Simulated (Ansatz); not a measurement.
# Gd: how the settings move a single-point run

Aim: see which settings change the result for Gd, by how much, and at what cost.

Program: Ansatz 0.2.0. Level of theory: reference: DFT, PBE, PAW with Ansatz's default frozen-core files, scalar-relativistic. These are calculated values, not measurements.

### 1 The structure to begin with

The structure is trigonal, space group R-3m (No. 166). The conventional cell has a = 3.650 Å, b = 3.650 Å, c = 26.707 Å, α = 90.00°, β = 90.00°, γ = 120.00°. Around Gd (site symmetry -3m) lie 12 Gd at 3.62 to 3.65 Å. Gd (site symmetry 3m) is surrounded by 12 Gd at 3.62 to 3.67 Å.

Coordinates:

```cif
data_structure
_symmetry_space_group_name_H-M 'P 1'
_symmetry_Int_Tables_number 1
_cell_length_a 9.1484
_cell_length_b 9.1484
_cell_length_c 9.1484
_cell_angle_alpha 23.012
_cell_angle_beta 23.012
_cell_angle_gamma 23.012
_cell_volume 102.70
loop_
_atom_site_label
_atom_site_type_symbol
_atom_site_fract_x
_atom_site_fract_y
_atom_site_fract_z
_atom_site_occupancy
Gd1 Gd 0.00000 0.00000 0.00000 1
Gd2 Gd 0.22291 0.22291 0.22291 1
Gd3 Gd 0.77709 0.77709 0.77709 1
```

### 2 Baseline

Contents of input.yaml:

```yaml
crystal:
  lattice:
    - [1.8248561918, 1.0535812136, 8.90239077]
    - [-1.8248561918, 1.0535812136, 8.90239077]
    - [0.0, -2.1071624271, 8.90239077]
  atoms:
    - { symbol: Gd, position: [0.0, 0.0, 0.0], spin: 7.0 }
    - { symbol: Gd, position: [0.2229111, 0.2229111, 0.2229111], spin: 7.0 }
    - { symbol: Gd, position: [0.7770889, 0.7770889, 0.7770889], spin: 7.0 }
magnetization:
  spin_polarized: true
kpoints:
  mp_grid: { grid: [11, 11, 11] }
scf:
  occupations: { method: fermi_dirac, width: 0.1 }
hamiltonian:
  xc: pbe
  pseudopotentials: { kind: paw }
output:
  forces: true
  stress: true
  eigenvalues: true
  hubbard: { sites: [{ species: Gd, l: f }] }
  populations: true
```

On the command line:

```console
ansatz run input.yaml --threads 2 --pin off --max-ram 6144MiB --backend cpu --events-out ev --progress --plain --runs-dir out
```

### 3 Variant: hubbard.sites [{species: Gd, l: f, u_eff: 4.0}], hubbard.double_counting fll

input.yaml: that of step 2 with these lines changed.

```diff
@@ -18,2 +18,3 @@
   pseudopotentials: { kind: paw }
+  hubbard: { sites: [{ species: Gd, l: f, u_eff: 4.0 }], double_counting: fll }
 output:
@@ -22,3 +23,6 @@
   eigenvalues: true
-  hubbard: { sites: [{ species: Gd, l: f }] }
   populations: true
+  write_density: true
+  write_potential: true
+  elf: true
+  volumetric_format: npy
```

What does the calculation give? Wanted: for each run, ending; energy change; pressure; abs. moment; force.

As calculated:

| run | ending | energy change | pressure (GPa) | abs. moment (μB) | force (eV/Å) | cycles | time |
| --- | --- | --- | --- | --- | --- | --- | --- |
| reference | converged | 0 | -0.4 | 22.57 | 0.11 | 14 | 63 s |
| 1: hubbard.sites [{species: Gd, l: f, u_eff: 4.0}], hubbard.double_counting fll | converged | +87.3 meV/atom (U changed: no physical gain or loss) | -0.4 | 23.31 | 0.09 | 16 | 1.9 min |

Times don't compare one to one where runs were asked for different outputs or read a saved state (see the inputs); cycles may leave out searches for a lower state.

Residual by cycle in the longest SCF loop of each run; runs are numbered as in the table. The quantity is the density residual dr2, in eV.

| cycle | reference | run 1 |
| --- | --- | --- |
| 1 | 0.467 | 1.48 |
| 2 | 0.357 | 0.947 |
| 3 | 0.0764 | 0.263 |
| 5 | 0.00258 | 0.0181 |
| 6 | 4.1e-4 | 0.00727 |
| 7 | 5.4e-5 | 3.3e-4 |
| 8 | 6.3e-6 | 5.3e-5 |
| 9 | 1.2e-6 | - |
| 10 | 4.1e-7 | - |
| 12 | 1.6e-8 | - |
| 13 | 5.0e-9 | - |
| 14 | 1.6e-9 | - |

What this shows: Changing the Hubbard U moves the energy by +87.3 meV/atom, and the absolute moment goes from 22.57 to 23.31 μB. The U term adds an energy of its own, so the shift says nothing about which run is better. U shifts the shell's levels, filled ones down and empty ones up and enlarges the moments. A changed U is a change of model: its shifts are not errors of convergence.
